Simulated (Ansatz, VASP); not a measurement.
# One calculation of Sb, two programs

```
Sb
1.0
    -1.87134    1.87134    1.87134
     1.87134   -1.87134    1.87134
     1.87134    1.87134   -1.87134
Sb
1
Direct
  0.00000 0.00000 0.00000
```

This isn't the form of Sb at room conditions, which is rhombohedral.

Alike in both runs: task single point; functional r2SCAN; k mesh 18 × 18 × 18; occupations gaussian, width 0.15 eV; no spin polarisation.

|  | VASP | Ansatz |
| --- | --- | --- |
| version | VASP 6.6.1 | Ansatz 0.2.0 |
| potentials or method | VASP PAW PBE potentials, release 64 (Sb) | scalar-relativistic, plane waves, PAW |
| plane-wave cutoff (eV) | 520 | 500 |
| valence electrons in the cell | 5 | 15 |

Ansatz gave:

* gap on the k mesh at the Fermi level (eV): none
* pressure (GPa): 1.9

Question: What did VASP give for the same quantities?

Answer: gap on the k mesh at the Fermi level (eV): none; pressure (GPa): 1.8.

A gap of «none» marks a metal or a gap that the smearing closes. The functional is the same, so the differences come from potentials, cutoffs and numerics. The two sets of potentials don't hold the same shells in valence.

Caveats: the PAW data sets were made with another functional, which shifts forces and pressure a little (VASP). Spin-orbit coupling is left out, which matters for the levels of Sb.
